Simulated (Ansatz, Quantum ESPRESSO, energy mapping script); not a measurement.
# MnS (Browneite): exchange couplings from total energies, part 2 of 2

Aim: the exchange couplings of MnS (Browneite) from the energies of a few collinear orders, and the ordering temperature that they give.

PBE with U = 4.8 eV on Mn d, ortho-atomic projectors, plain mixing with step 0.7; plane waves, U on orthogonalised atomic orbitals unless named otherwise, collinear spin, no spin–orbit coupling.

So far. Step 3 (Run 2 (compensated +−; cell A, 4 atoms)): The run ends antiferromagnetic, 85.73 meV a magnetic atom below the parallel order of its cell. Step 4 (Parallel start in cell B (4 atoms)): The run ends ferromagnetic. For each magnetic atom its energy differs from the parallel run of the first cell by -0.99 meV, an error that one common reference would have brought in.

## Step 5: Compensated +− start in cell B (4 atoms)

Level of this step: PBE with U = 4.8 eV on Mn d, ortho-atomic projectors, GBRV potentials (Quantum ESPRESSO).

This order reverses 6 of the 12 neighbours at 3.96 Å, 6 of the 6 neighbours at 5.60 Å and 12 of the 24 neighbours at 6.86 Å, counted for an average magnetic atom.

Contents of pw.in:

```
&control
  calculation = 'scf'
  prefix = 'pw'
  outdir = './tmp/'
  pseudo_dir = './pseudo/'
  verbosity = 'low'
/
&system
  ibrav = 0
  nat = 4
  ntyp = 3
  ecutwfc = 45
  ecutrho = 360
  nbnd = 33
  occupations = 'smearing'
  smearing = 'fd'
  degauss = 0.00367493
  nspin = 2
  starting_magnetization(1) = 0.3000
  starting_magnetization(2) = -0.3000
/
&electrons
  conv_thr = 1.0e-08
  electron_maxstep = 120
  mixing_beta = 0.7
  mixing_mode = 'plain'
/
ATOMIC_SPECIES
  Mn1 54.9380 Mn.upf
  Mn2 54.9380 Mn.upf
  S 32.0600 S.upf
CELL_PARAMETERS angstrom
  0.00000000 -2.80000000 -2.80000000
  -2.80000000 0.00000000 -2.80000000
  2.80000000 2.80000000 -5.60000000
ATOMIC_POSITIONS crystal
  Mn1 0.50000000 0.50000000 0.50000000
  Mn2 0.00000000 0.00000000 0.00000000
  S 0.12500000 0.12500000 0.62500000
  S 0.62500000 0.62500000 0.12500000
K_POINTS automatic
  6 6 6 0 0 0
HUBBARD {ortho-atomic}
U Mn1-3d 4.8
U Mn2-3d 4.8
```

Started as:

```
> OMP_NUM_THREADS=1 mpirun -n 4 pw.x -nk 4 -in pw.in > pw.out
```

What it wrote:

```text
[banner, memory and clock lines left out]
Program PWSCF v.7.5 starts
[...]
unit-cell volume          =     592.5578 (a.u.)^3
     number of atoms/cell      =            4
[...]
number of electrons       =        42.00
     number of Kohn-Sham states=           33
     kinetic-energy cutoff     =      45.0000  Ry
     charge density cutoff     =     360.0000  Ry
[...]
The total energy is F=E-TS. E is the sum of the following terms:
     one-electron contribution =    -315.47101808 Ry
     hartree contribution      =     168.59285846 Ry
     xc contribution           =     -70.43743825 Ry
     ewald contribution        =    -253.43760863 Ry
     Hubbard energy            =       0.10439470 Ry
     total magnetization       =    -0.00 Bohr mag/cell
     absolute magnetization    =     9.78 Bohr mag/cell
     convergence has been achieved in  11 iterations
[key lines of the parts left out:]
!    total energy              =    -470.64881180 Ry
the Fermi energy is     7.6627 ev
```

Elapsed: 36 s, on 4 MPI ranks of Intel Xeon Platinum 8559C (Emerald Rapids), shared host; peak memory 0.72 GiB; 2.4 min of CPU time.

The run ends antiferromagnetic, 65.92 meV a magnetic atom below the parallel order of its cell.

## Step 6: Parallel start in cell C (6 atoms)

The parallel order again, as the reference for this cell.

Contents of pw.in:

```
&control
  calculation = 'scf'
  prefix = 'pw'
  outdir = './tmp/'
  pseudo_dir = './pseudo/'
  verbosity = 'low'
/
&system
  ibrav = 0
  nat = 6
  ntyp = 2
  ecutwfc = 45
  ecutrho = 360
  nbnd = 54
  occupations = 'smearing'
  smearing = 'fd'
  degauss = 0.00367493
  nspin = 2
  starting_magnetization(1) = 0.3000
/
&electrons
  conv_thr = 1.5e-08
  electron_maxstep = 120
  mixing_beta = 0.7
  mixing_mode = 'plain'
/
ATOMIC_SPECIES
  Mn 54.9380 Mn.upf
  S 32.0600 S.upf
CELL_PARAMETERS angstrom
  0.00000000 -2.80000000 -2.80000000
  -5.60000000 0.00000000 0.00000000
  2.80000000 5.60000000 -2.80000000
ATOMIC_POSITIONS crystal
  Mn 0.66666667 0.66666667 0.33333333
  Mn 0.33333333 0.33333333 0.66666667
  Mn 0.00000000 0.00000000 0.00000000
  S 0.16666667 0.41666667 0.33333333
  S 0.83333333 0.08333333 0.66666667
  S 0.50000000 0.75000000 0.00000000
K_POINTS automatic
  6 6 6 0 0 0
HUBBARD {ortho-atomic}
U Mn-3d 4.8
```

What it wrote:

```text
[banner, memory and clock lines left out]
Program PWSCF v.7.5 starts
[...]
unit-cell volume          =     888.8366 (a.u.)^3
     number of atoms/cell      =            6
[...]
number of electrons       =        63.00
     number of Kohn-Sham states=           54
     kinetic-energy cutoff     =      45.0000  Ry
     charge density cutoff     =     360.0000  Ry
[...]
The total energy is F=E-TS. E is the sum of the following terms:
     one-electron contribution =    -473.12104945 Ry
     hartree contribution      =     252.86831386 Ry
     xc contribution           =    -105.68939674 Ry
     ewald contribution        =    -380.15641294 Ry
     Hubbard energy            =       0.13977255 Ry
     total magnetization       =    15.00 Bohr mag/cell
     absolute magnetization    =    15.00 Bohr mag/cell
     convergence has been achieved in  10 iterations
[key lines of the parts left out:]
!    total energy              =    -705.95877271 Ry
the Fermi energy is     7.8101 ev
```

The job ended after 1.8 min (4 MPI ranks; peak memory 1.1 GiB).

The run ends ferromagnetic. For each magnetic atom its energy differs from the parallel run of the first cell by -1.40 meV, an error that one common reference would have brought in.

## Step 7: Uncompensated ++− start in cell C (6 atoms)

This order reverses 6.67 of the 12 neighbours at 3.96 Å, 2.67 of the 6 neighbours at 5.60 Å and 8 of the 24 neighbours at 6.86 Å, counted for an average magnetic atom.

Changes to pw.in since step 6:

```diff
@@ -10,6 +10,6 @@
   nat = 6
-  ntyp = 2
+  ntyp = 3
   ecutwfc = 45
   ecutrho = 360
-  nbnd = 54
+  nbnd = 49
   occupations = 'smearing'
@@ -19,2 +19,3 @@
   starting_magnetization(1) = 0.3000
+  starting_magnetization(2) = -0.3000
 /
@@ -27,3 +28,4 @@
 ATOMIC_SPECIES
-  Mn 54.9380 Mn.upf
+  Mn1 54.9380 Mn.upf
+  Mn2 54.9380 Mn.upf
   S 32.0600 S.upf
@@ -34,5 +36,5 @@
 ATOMIC_POSITIONS crystal
-  Mn 0.66666667 0.66666667 0.33333333
-  Mn 0.33333333 0.33333333 0.66666667
-  Mn 0.00000000 0.00000000 0.00000000
+  Mn1 0.66666667 0.66666667 0.33333333
+  Mn1 0.33333333 0.33333333 0.66666667
+  Mn2 0.00000000 0.00000000 0.00000000
   S 0.16666667 0.41666667 0.33333333
@@ -43,2 +45,3 @@
 HUBBARD {ortho-atomic}
-U Mn-3d 4.8
+U Mn1-3d 4.8
+U Mn2-3d 4.8
```

What it wrote:

```text
[banner, memory and clock lines left out]
Program PWSCF v.7.5 starts
[...]
unit-cell volume          =     888.8366 (a.u.)^3
     number of atoms/cell      =            6
[...]
number of electrons       =        63.00
     number of Kohn-Sham states=           49
     kinetic-energy cutoff     =      45.0000  Ry
     charge density cutoff     =     360.0000  Ry
[...]
The total energy is F=E-TS. E is the sum of the following terms:
     one-electron contribution =    -473.22158835 Ry
     hartree contribution      =     252.89696775 Ry
     xc contribution           =    -105.65238739 Ry
     ewald contribution        =    -380.15641294 Ry
     Hubbard energy            =       0.15858543 Ry
     total magnetization       =     5.00 Bohr mag/cell
     absolute magnetization    =    14.64 Bohr mag/cell
     convergence has been achieved in  11 iterations
[key lines of the parts left out:]
!    total energy              =    -705.97483550 Ry
the Fermi energy is     7.7732 ev
```

Wall time 1.9 min (4 MPI ranks); peak memory 1.2 GiB.

The run ends ferrimagnetic, 72.85 meV a magnetic atom below the parallel order of its cell.

## Step 8: Run 7 (parallel; cell D, 6 atoms)

The parallel order again, as the reference for this cell.

This run holds the same structure in another cell (b 5.600 → 3.960 Å, c 6.859 → 9.699 Å, α 114.1 → 90.0°, β 106.8 → 90.0°, γ 90.0 → 120.0°).

Contents of pw.in:

```
&control
  calculation = 'scf'
  prefix = 'pw'
  outdir = './tmp/'
  pseudo_dir = './pseudo/'
  verbosity = 'low'
/
&system
  ibrav = 0
  nat = 6
  ntyp = 2
  ecutwfc = 45
  ecutrho = 360
  nbnd = 54
  occupations = 'smearing'
  smearing = 'fd'
  degauss = 0.00367493
  nspin = 2
  starting_magnetization(1) = 0.3000
/
&electrons
  conv_thr = 1.5e-08
  electron_maxstep = 120
  mixing_beta = 0.7
  mixing_mode = 'plain'
/
ATOMIC_SPECIES
  Mn 54.9380 Mn.upf
  S 32.0600 S.upf
CELL_PARAMETERS angstrom
  0.00000000 2.80000000 2.80000000
  -2.80000000 0.00000000 -2.80000000
  -5.60000000 -5.60000000 5.60000000
ATOMIC_POSITIONS crystal
  Mn 0.00000000 0.00000000 0.00000000
  Mn 0.33333333 0.66666667 0.66666667
  Mn 0.66666667 0.33333333 0.33333333
  S 0.33333333 0.66666667 0.91666667
  S 0.66666667 0.33333333 0.58333333
  S 0.00000000 0.00000000 0.25000000
K_POINTS automatic
  6 6 3 0 0 0
HUBBARD {ortho-atomic}
U Mn-3d 4.8
```

What it wrote:

```text
[banner, memory and clock lines left out]
Program PWSCF v.7.5 starts
[...]
unit-cell volume          =     888.8366 (a.u.)^3
     number of atoms/cell      =            6
[...]
number of electrons       =        63.00
     number of Kohn-Sham states=           54
     kinetic-energy cutoff     =      45.0000  Ry
     charge density cutoff     =     360.0000  Ry
[...]
The total energy is F=E-TS. E is the sum of the following terms:
     one-electron contribution =    -473.12301839 Ry
     hartree contribution      =     252.87087331 Ry
     xc contribution           =    -105.68988570 Ry
     ewald contribution        =    -380.15641294 Ry
     Hubbard energy            =       0.13976724 Ry
     total magnetization       =    15.00 Bohr mag/cell
     absolute magnetization    =    15.00 Bohr mag/cell
     convergence has been achieved in  11 iterations
[key lines of the parts left out:]
!    total energy              =    -705.95867649 Ry
the Fermi energy is     7.8053 ev
```

Elapsed: 49 s, on 4 MPI ranks; peak memory 0.76 GiB.

The run ends ferromagnetic. For each magnetic atom its energy differs from the parallel run of the first cell by -0.96 meV, an error that one common reference would have brought in.

## Step 9: Uncompensated ++− start in cell D (6 atoms)

This order reverses 4 of the 12 neighbours at 3.96 Å, 4 of the 6 neighbours at 5.60 Å and 12 of the 24 neighbours at 6.86 Å, counted for an average magnetic atom.

Changes to pw.in since step 8:

```diff
@@ -10,6 +10,6 @@
   nat = 6
-  ntyp = 2
+  ntyp = 3
   ecutwfc = 45
   ecutrho = 360
-  nbnd = 54
+  nbnd = 49
   occupations = 'smearing'
@@ -19,2 +19,3 @@
   starting_magnetization(1) = 0.3000
+  starting_magnetization(2) = -0.3000
 /
@@ -27,3 +28,4 @@
 ATOMIC_SPECIES
-  Mn 54.9380 Mn.upf
+  Mn1 54.9380 Mn.upf
+  Mn2 54.9380 Mn.upf
   S 32.0600 S.upf
@@ -34,5 +36,5 @@
 ATOMIC_POSITIONS crystal
-  Mn 0.00000000 0.00000000 0.00000000
-  Mn 0.33333333 0.66666667 0.66666667
-  Mn 0.66666667 0.33333333 0.33333333
+  Mn1 0.00000000 0.00000000 0.00000000
+  Mn1 0.33333333 0.66666667 0.66666667
+  Mn2 0.66666667 0.33333333 0.33333333
   S 0.33333333 0.66666667 0.91666667
@@ -43,2 +45,3 @@
 HUBBARD {ortho-atomic}
-U Mn-3d 4.8
+U Mn1-3d 4.8
+U Mn2-3d 4.8
```

What it wrote:

```text
[banner, memory and clock lines left out]
Program PWSCF v.7.5 starts
[...]
unit-cell volume          =     888.8366 (a.u.)^3
     number of atoms/cell      =            6
[...]
number of electrons       =        63.00
     number of Kohn-Sham states=           49
     kinetic-energy cutoff     =      45.0000  Ry
     charge density cutoff     =     360.0000  Ry
[...]
The total energy is F=E-TS. E is the sum of the following terms:
     one-electron contribution =    -473.18285902 Ry
     hartree contribution      =     252.88627793 Ry
     xc contribution           =    -105.66689792 Ry
     ewald contribution        =    -380.15641294 Ry
     Hubbard energy            =       0.15134622 Ry
     total magnetization       =     5.00 Bohr mag/cell
     absolute magnetization    =    14.76 Bohr mag/cell
     convergence has been achieved in  12 iterations
[key lines of the parts left out:]
!    total energy              =    -705.96854573 Ry
the Fermi energy is     7.7737 ev
```

Elapsed: 53 s, on 4 MPI ranks; peak memory 0.97 GiB.

The run ends ferrimagnetic, 44.76 meV a magnetic atom below the parallel order of its cell.

## Step 10: From energies to couplings

Each energy difference is a sum of couplings weighted by the pairs that the order reverses. A few near shells are fitted to the differences by least squares. Energies are those extrapolated to zero occupation width, not the free energies F.

The orders side by side; each is measured from the parallel order in the same cell and on the same mesh:

| order | atoms | energy (meV a magnetic atom) | moments (μB) | moments kept as typed | opposed neighbours at 3.96, 5.60, 6.86 Å |
| --- | --- | --- | --- | --- | --- |
| parallel in cell A | 4 | 0.00 | 4.39 | yes | 0, 0, 0 |
| compensated +− in cell A | 4 | -85.73 | 4.33 | yes | 8, 0, 16 |
| parallel in cell B | 4 | 0.00 | 4.39 | yes | 0, 0, 0 |
| compensated +− in cell B | 4 | -65.92 | 4.34 | yes | 6, 6, 12 |
| parallel in cell C | 6 | 0.00 | 4.39 | yes | 0, 0, 0 |
| uncompensated ++− in cell C | 6 | -72.85 | 4.31 to 4.35 | yes | 6.67, 2.67, 8 |
| parallel in cell D | 6 | 0.00 | 4.39 | yes | 0, 0, 0 |
| uncompensated ++− in cell D | 6 | -44.76 | 4.34 to 4.36 | yes | 4, 4, 12 |

The Heisenberg fit (each pair counts twice, positive J is ferromagnetic):

| pair | distance (Å) | neighbours | J (meV) |
| --- | --- | --- | --- |
| Mn–Mn | 3.96 | 12 | -5.37 |
| Mn–Mn | 5.60 | 6 | -0.164 |
| Mn–Mn | 6.86 | 24 | 5.4e-4 |

Adding the shell at 7.92 Å gives -5.3, -0.13, -0.028 and -0.074 meV and a mean-field temperature of 163 K, an exact solve that tests nothing.

In mean field these couplings order at 164 K, and give a Curie–Weiss temperature of -506 K.

## Step 11: Ordering temperature by Monte Carlo

Mean field ignores fluctuations and overstates the ordering temperature, so the model is also sampled. The heat capacity peaks where order sets in.

Classical unit spins with these couplings on 8×8×4 copies of a cell that holds the lowest order (512 spins), heat-bath sweeps, cooled from random directions, 1009 sweeps to settle and 3027 measured at each temperature, averaged over 4 runs.

| T (K) | order along the lowest pattern | net moment | heat capacity (k_B a spin) |
| --- | --- | --- | --- |
| 19.6 | 0.04 | 0.01 | 1.03 |
| 33.6 | 0.05 | 0.01 | 1.12 |
| 54.5 | 0.10 | 0.01 | 3.24 |
| 68.5 | 0.10 | 0.01 | 1.03 |
| 82.4 | 0.09 | 0.01 | 0.84 |
| 103 | 0.08 | 0.02 | 0.67 |
| 117 | 0.07 | 0.02 | 0.56 |
| 131 | 0.07 | 0.02 | 0.48 |
| 145 | 0.06 | 0.02 | 0.42 |
| 166 | 0.06 | 0.02 | 0.34 |
| 180 | 0.06 | 0.02 | 0.32 |

The smoothed heat capacity peaks at 54.3 K. The order column follows one pattern alone; equivalent domains or another pattern share the rest.

## Step 12: Against another level

The first set of orders, under PBE+U (4 eV), QE, GBRV, took 35 min of CPU time summed over its finished orders (seed run apart), these 29 min.

| quantity | this set | first set |
| --- | --- | --- |
| J at 3.96 Å, meV | -5.37 | -6.53 |
| J at 5.60 Å, meV | -0.164 | -0.207 |
| J at 6.86 Å, meV | 5.4e-4 | 0.00435 |
| ordering temperature, mean field, K | 164 | 199 |
| heat-capacity peak, Monte Carlo, K | 54.3 | 65.9 |

The coupling that led in the first set goes from -6.53 to -5.37 meV.

## Step 13: What came out

```yaml
lowest_order_tried: compensated +− in cell A
largest_fitted_value_mn_mn_at_3p96_a: -5.37 meV
ordering_temperature_mean_field: 164 K
heat_capacity_peak_monte_carlo: 54.3 K
```

Of the orders tried, MnS (Browneite) prefers the order “compensated +− in cell A” under PBE+U (4.8 eV), QE, GBRV, with 8 of 12 neighbours at 3.96 Å, 0 of 6 neighbours at 5.60 Å and 16 of 24 neighbours at 6.86 Å opposed, and the heat capacity of the fitted model peaks near 54 K (Monte Carlo, classical spins). The model's best pattern is not among the orders that were run. The coupling at 3.96 Å is 0.82 times that of the first set, at 0.83 times the CPU time. The largest fitted coupling is the Mn–Mn pair at 3.96 Å, antiferromagnetic at -5.4 meV, across a ligand at about 109°. The orders also reverse pairs at 7.92 Å, which are not fitted, so the fitted values hold their part too. With 4 differences for 3 couplings the fit misses by 0.49 meV at most, a small part of the spread. In the fitted orders moments change by up to 1.8 % against the parallel run of the same cell, so their size stays put. Monte Carlo puts the peak at 0.33 of the mean-field temperature, low enough to point to frustration or weakly coupled layers or chains. In tests on simple cubic and body-centred models such peaks lay 5 to 6 % under the bulk value. On cooling, the order along the one computed pattern stays at or under 0.11: the model settles in an equivalent domain, a degenerate mixture or another order. The Curie–Weiss temperature is 9.3 times the peak temperature in size, a mark of frustration. The parallel order holds 5 μB a magnetic atom, spin 2.5; the common factor (S+1)/S would raise the classical 54.3 K to 76.0 K, a correction that often overshoots.

1 further run of the session is left out of this account and of its counts and ranges: runs hit by known faults of a program or its files, repeats, responses too ill-conditioned to give a U, cells squeezed past sense, harmless faults, or fits whose shells could not be counted again from the structure.

[Logs and program files are shortened in this print: banners, set-up blocks, solver, clock and traceback lines can be left out without a mark of their own.]

[Logs are printed without paths, hosts, clocks, repeated set-up lines and the standing remarks that a program may print on its own settings, such as how far it seeks lower states.]

[Hosts, paths, dates, database ids (printed as entryN), source tags and the programs' standing remarks are cut or masked in the printed files.]

[Where a cell is said to come from a database of computed structures, the database is the Materials Project.]
